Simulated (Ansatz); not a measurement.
# Te2Mo in Ansatz: band structure with PBEsol

Aim: the band structure of Te2Mo with PBEsol.

Everything below comes from runs of Ansatz 0.2.0. Logs are shortened: lines on timing, memory, paths and dates and some standing lists are left out, and cuts for length are marked.

## 1. The slab as given

The cell holds a slab with vacuum, 6 atoms: a = 6.362 Å, b = 3.480 Å, c = 36.176 Å, α = 90.00°, β = 90.14°, γ = 90.00°.

## 2. Band structure, PBEsol

Contents of input.yaml:

```yaml
crystal:
  lattice:
    - [6.3616090156, 0.0, 0.0]
    - [0.0, 3.48040306, 0.0]
    - [-0.0857412231, 0.0, 36.1758904685]
  atoms:
    - { symbol: Te, position: [0.4292511, 0.75, 0.54070358] }
    - { symbol: Te, position: [0.5707489, 0.25, 0.45929642] }
    - { symbol: Te, position: [0.92084787, 0.25, 0.55652732] }
    - { symbol: Te, position: [0.07915213, 0.75, 0.44347268] }
    - { symbol: Mo, position: [0.18134756, 0.25, 0.49746537] }
    - { symbol: Mo, position: [0.81865244, 0.75, 0.50253463] }
hamiltonian:
  xc: pbesol
  pseudopotentials: { kind: paw }
kpoints:
  mp_grid: { grid: [4, 8, 1] }
  band_path:
    path:
      - [[0.0, 0.0, 0.0], [0.0, 0.0, 0.5], [-0.4997944133, 0.0, 0.5067361864], [-0.5, 0.0, 0.5], [-0.5, 0.5, 0.5], [-0.5002055867, 0.5, 0.4932638136], [-0.5, 0.5, 0.0], [-0.5, 0.0, 0.0], [-0.5002055867, 0.0, 0.4932638136]]
      - [[-0.4997944133, 0.5, 0.5067361864], [0.0, 0.5, 0.5], [0.0, 0.5, 0.0]]
      - [[0.0, 0.0, 0.5], [0.0, 0.5, 0.5]]
    npoints: 14
scf:
  occupations: { method: fermi_dirac, width: 0.05 }
  n_extra_bands: 15
output:
  forces: true
  stress: true
  eigenvalues: true
  fatbands: false
  write_density: true
  write_potential: true
  elf: true
  volumetric_format: npy
```

Potentials or basis: Ansatz PAW.

Run with:

```sh
$ ansatz run input.yaml --threads 2 --pin off --max-ram 5632MiB --backend cpu --events-out ev --progress --plain --runs-dir out
```

Standard output:

```text
Warning: RAYON_NUM_THREADS=2 ignored (pool sized by the plan → 2); use --threads N
scf.n_extra_bands = 15 over 46 filled bands (N_el = 92.0): the run solves 61 bands
Engine: ansatz 0.2.0, x86_64-unknown-linux-gnu
Pseudopotentials: kind: paw
Pseudopotential: Te, paw, valence charge 16, recommended cutoff 420 eV (normal), Te.paw.azcp
Pseudopotential: Mo, paw, valence charge 14, recommended cutoff 420 eV (normal), Mo.paw.azcp
Functional definition: PBEsol
  exchange = pbesol_x
  correlation = pbesol_c
Crystal: 6 atoms, lattice volume = 800.969 Å³
Basis set: ecut = 420 eV, 15635 PW (Γ), exchange–correlation on 90×48×486 points (8 copies of the dense FFT grid, shifted against one another)
Bands: 61, of which v1, the nominal top of the filled ones, is band 46 counted from 1 (45 counted from 0)
Symmetry: 4 space group operations
Space group: P21/m (ITA 11), of the structure as read, at distance tolerance 9.3e-5 Å
k-points: 15 of 32
Non-local potential: Te, projectors of the file, l = 0: 2, l = 1: 2, l = 2: 2, l = 3: 2
Non-local potential: Mo, projectors of the file, l = 0: 3, l = 1: 2, l = 2: 2, l = 3: 1
PAW form: soft (Blöchl's): semilocal exchange-correlation on the pseudo side does not see the compensation charge
PAW frozen core: Te, regenerated for the run's functional, and the local potential with it (the file was generated under x = pbe(κ = 0.804, μ = 0.2195149727645171), c = pbe(β = 0.06672455060314922))
PAW frozen core: Mo, regenerated for the run's functional, and the local potential with it (the file was generated under x = pbe(κ = 0.804, μ = 0.2195149727645171), c = pbe(β = 0.06672455060314922))
PAW one-centre angular grid: Te, 590 points (default); XC on 64 Gauss nodes
PAW one-centre angular grid: Mo, 590 points (default); XC on 64 Gauss nodes
Initial density: superposition of atomic densities (neutral atoms: chi_scale 0, normalization atom), corrected by the library's trained network
Initial wavefunctions: pseudopotential atomic-orbital guess
Functional: x = pbesol(κ = 0.804, μ = 0.12345679012345678), c = pbesol(β = 0.046)
SCF iter   1: F=—  HF=-37402.420341 eV  |F-HF|=—  |Δ(HF+E_count)|=         —  Δρ=3.30e-3  dr2=1.76e-1  ethr=1.77e-3  ⟨swp⟩=10.3  Hψ=4434  notcnv=0  defer=34
preconditioner: auto → LDOS  [metal: Δε(μ)=0.139 eV  Ē_g=8.178 eV  σ=0.050 eV  W_gap=0.45  n_scr=72 (ndim 8)  ℏωp=7.9 eV  f_vac=0.785  D(μ)=0.99/eV (n_scr^D=4)  β→1.0]
SCF iter   2: F=—  HF=-37402.520391 eV  |F-HF|=—  |Δ(HF+E_count)|=   1.00e-1  Δρ=5.82e-3  dr2=1.07e0  ethr=1.92e-4  ⟨swp⟩=4.3  Hψ=2022  notcnv=0  defer=105  recentre
SCF iter   3: F=—  HF=-37402.409669 eV  |F-HF|=—  |Δ(HF+E_count)|=   1.11e-1  Δρ=1.60e-3  dr2=4.05e-2  ethr=1.92e-4  ⟨swp⟩=3.7  Hψ=1696  notcnv=0  defer=105
SCF iter   4: F=—  HF=-37402.408709 eV  |F-HF|=—  |Δ(HF+E_count)|=   9.60e-4  Δρ=1.55e-4  dr2=2.05e-4  ethr=4.40e-5  ⟨swp⟩=2.0  Hψ=1093  notcnv=0  defer=105
SCF iter   5: F=—  HF=-37402.408753 eV  |F-HF|=—  |Δ(HF+E_count)|=   4.35e-5  Δρ=5.02e-5  dr2=1.90e-5  ethr=2.22e-7  ⟨swp⟩=3.0  Hψ=1661  notcnv=0  defer=105
SCF iter   6: F=—  HF=-37402.408968 eV  |F-HF|=—  |Δ(HF+E_count)|=   2.15e-4  Δρ=1.40e-5  dr2=2.02e-6  ethr=2.07e-8  ⟨swp⟩=2.0  Hψ=1529  notcnv=0  defer=105
SCF iter   7: F=—  HF=-37402.408969 eV  |F-HF|=—  |Δ(HF+E_count)|=   8.12e-7  Δρ=4.10e-6  dr2=3.02e-7  ethr=2.20e-9  ⟨swp⟩=3.2  Hψ=1681  notcnv=0  defer=105
SCF iter   8: F=-37402.408969 eV  HF=-37402.408969 eV  |F-HF|=5.18e-8  |Δ(HF+E_count)|=   3.66e-9  Δρ=1.47e-6  dr2=9.50e-9  ethr=1.09e-10  ⟨swp⟩=27.6  Hψ=7833  notcnv=0
SCF 1 converged in 8 iterations: F = -37402.408969 eV  dr2 = 9.50e-9
NSCF: frozen V_eff on 157 k-points
SCF converged after 8 iterations
Free energy (F): -37402.408969 eV
Harris-Foulkes:  -37402.408969 eV  (|F-HF|=5.18e-8)
Internal energy: -37402.400161 eV  (E = F + TS)
E sigma→0 (E₀):  -37402.404565 eV
Entropy (-TS):   -0.008808 eV (-1.468 meV/atom)
Fermi energy:    -1.468777 eV
--- Per-component energies (eV) ---
  E_band       = -2430.412337
  E_kinetic    = 1606.653393
  E_local      = -157203.651958  (includes V_loc(G=0)·N_el)
  E_nonlocal   = -940.280616
  E_hartree    = 78396.929965
  E_xc         = -858.232693
  E_vxc        = -873.504030  (∫ρ·V_xc dr)
  E_paw        = -24628.070084  (= ΣΔE_a)
  E_vpaw       = -1813.496403  (= ΣTr[D̂ρ^β])
  E_aug_tail   = -0.000667  (compensation charges beyond the density's cutoff)
  E_ewald      = 66222.334639
  E_core_change = 1.917859  (= ΣΔE_core)
  E_smearing   = -0.008808  (= −TS)
  E_closure    = -0.000000  (closes the sum)
  Σ components = -37402.408969   (vs F -37402.408969, Δ=0.00e0)
--- Forces (eV/Å), atoms counted from 1 ---
  atom   1  Te     0.03491550     0.00000000    -0.24575671
  atom   2  Te    -0.03491550     0.00000000     0.24575671
  atom   3  Te    -0.00669372     0.00000000    -0.20352245
  atom   4  Te     0.00669372     0.00000000     0.20352245
  atom   5  Mo    -0.00922575     0.00000000     0.00014269
  atom   6  Mo     0.00922575     0.00000000    -0.00014269
  max |Σ_I F_I| component: 2.78e-17 eV/Å
--- Stress (GPa, compression-positive) ---
       -0.611227       0.000000       0.015429
        0.000000      -0.712700       0.000000
        0.015429       0.000000      -0.311319
  P = ⅓ Tr σ = -0.5451 GPa (-5.451 kbar)
--- Band table (eV; the first three rows and the last of 15) ---
  k-point 0: bands = ["-62.3861", "-62.3285", "-38.2806", "-38.2731", "-38.2626", "-38.2618", "-38.2323", "-38.2249", "-38.2128", "-38.1981", "-38.1881", "-38.1856", "-38.1211", "-38.1182", "-38.1059", "-38.1036", "-38.0562", "-38.0454", "-38.0084", "-38.0008", "-37.9915", "-37.9873", "-36.6413", "-36.5757", "-36.5355", "-36.4186", "-36.3667", "-36.2195", "-14.2664", "-13.3104", "-12.5005", "-12.2861", "-7.0531", "-6.3947", "-6.0831", "-5.3608", "-4.1520", "-3.9018", "-3.7818", "-3.3928", "-3.1174", "-2.7404", "-2.3964", "-2.0457", "-1.7544", "-1.2901", "-0.8200", "-0.3706", "0.2519", "0.6566", "0.7976", "1.8054", "1.9411", "1.9527", "2.5574", "2.8639", "3.2348", "3.4556", "3.4602", "3.5934", "3.7549"]
  k-point 1: bands = ["-62.3831", "-62.3299", "-38.2777", "-38.2699", "-38.2634", "-38.2631", "-38.2335", "-38.2265", "-38.2119", "-38.1984", "-38.1883", "-38.1859", "-38.1178", "-38.1151", "-38.1074", "-38.1052", "-38.0569", "-38.0470", "-38.0083", "-38.0010", "-37.9910", "-37.9870", "-36.6398", "-36.5948", "-36.5266", "-36.4337", "-36.3580", "-36.2212", "-14.0935", "-13.2016", "-12.4224", "-12.1767", "-6.8765", "-6.2082", "-6.0159", "-5.2912", "-4.3118", "-4.2117", "-3.9107", "-3.6622", "-3.1524", "-2.7851", "-2.5122", "-2.2962", "-1.7897", "-1.6086", "-1.4648", "-0.1499", "0.4550", "0.4924", "0.6057", "0.9187", "1.3696", "1.8695", "2.8179", "3.0792", "3.4349", "3.6715", "3.7905", "3.8048", "4.0271"]
  k-point 2: bands = ["-62.3749", "-62.3342", "-38.2733", "-38.2677", "-38.2619", "-38.2616", "-38.2364", "-38.2306", "-38.2098", "-38.1995", "-38.1885", "-38.1865", "-38.1115", "-38.1112", "-38.1074", "-38.1069", "-38.0582", "-38.0509", "-38.0079", "-38.0019", "-37.9898", "-37.9865", "-36.6452", "-36.6366", "-36.5052", "-36.4553", "-36.3410", "-36.2310", "-13.6013", "-12.9031", "-12.2315", "-11.9180", "-6.4380", "-6.0761", "-5.5834", "-5.2888", "-5.1160", "-4.4617", "-4.3191", "-4.2033", "-3.4971", "-3.2226", "-3.1831", "-2.7515", "-2.3226", "-1.8227", "-1.2956", "-0.4316", "0.0952", "0.4701", "0.6120", "0.6924", "1.4942", "1.7725", "3.3236", "3.6338", "3.6730", "4.0112", "4.2487", "4.3359", "4.6487"]
  k-point 14: bands = ["-62.3519", "-62.3519", "-38.2743", "-38.2743", "-38.2519", "-38.2519", "-38.2387", "-38.2387", "-38.2042", "-38.2042", "-38.1877", "-38.1877", "-38.1142", "-38.1142", "-38.0972", "-38.0972", "-38.0582", "-38.0582", "-38.0043", "-38.0043", "-37.9867", "-37.9867", "-36.6920", "-36.6920", "-36.4637", "-36.4637", "-36.2805", "-36.2805", "-12.3278", "-12.3278", "-11.9116", "-11.9116", "-7.1525", "-7.1525", "-6.1092", "-6.1092", "-4.7554", "-4.7554", "-3.8283", "-3.8283", "-3.7361", "-3.7361", "-3.1662", "-3.1662", "-2.3035", "-2.3035", "-0.3684", "-0.3684", "0.4432", "0.4432", "0.8411", "0.8411", "1.9820", "1.9820", "3.0615", "3.0615", "3.7873", "3.7873", "4.3999", "4.3999", "5.2590"]
```

Run time: 3.2 min. Hardware: 2 threads of Intel Xeon at 2.50GHz (Skylake/Cascade Lake), shared host; peak memory 3.6 GiB.

Results:

| Quantity | Value |
| --- | --- |
| Free energy | -37402.4090 eV |
| Largest force | 0.248 eV/Å |
| Band gap on the k mesh | none (metal or under the smearing width) |

Forces in eV/Å, atoms in the order of the input:
```
Te   0.035  0.000 -0.246
Te  -0.035  0.000  0.246
Te  -0.007  0.000 -0.204
Te   0.007  0.000  0.204
Mo  -0.009  0.000  0.000
Mo   0.009  0.000  0.000
```

Levels at the corners of the path, in eV from the Fermi level:
| point | band 44 | band 45 | band 46 | band 47 | band 48 | band 49 |
| --- | --- | --- | --- | --- | --- | --- |
| Γ | -0.58 | -0.29 | 0.18 | 0.65 | 1.10 | 1.72 |
| Y | -0.58 | -0.29 | 0.18 | 0.65 | 1.10 | 1.72 |
| H | -0.80 | -0.76 | -0.64 | 0.11 | 1.09 | 1.47 |
| C | -0.80 | -0.76 | -0.64 | 0.11 | 1.09 | 1.47 |
| E | -1.70 | -0.83 | -0.83 | 1.10 | 1.10 | 1.91 |
| M1 | -1.70 | -0.83 | -0.83 | 1.10 | 1.10 | 1.91 |
| A | -1.70 | -0.83 | -0.83 | 1.10 | 1.10 | 1.91 |
| X | -0.80 | -0.76 | -0.64 | 0.11 | 1.09 | 1.47 |
| H1 | -0.80 | -0.76 | -0.64 | 0.11 | 1.09 | 1.47 |
| M | -1.70 | -0.83 | -0.83 | 1.10 | 1.10 | 1.91 |
| D | -1.59 | -1.38 | -1.38 | 1.18 | 1.18 | 1.45 |
| Z | -1.59 | -1.38 | -1.38 | 1.18 | 1.18 | 1.45 |
| Y | -0.58 | -0.29 | 0.18 | 0.65 | 1.10 | 1.72 |
| D | -1.59 | -1.38 | -1.38 | 1.18 | 1.18 | 1.45 |

Caveat: spin-orbit coupling is left out, which moves the levels of the heavy elements; the PAW data sets come from PBE, with cores solved anew for the run's functional, which leaves a small shift of forces and pressure.
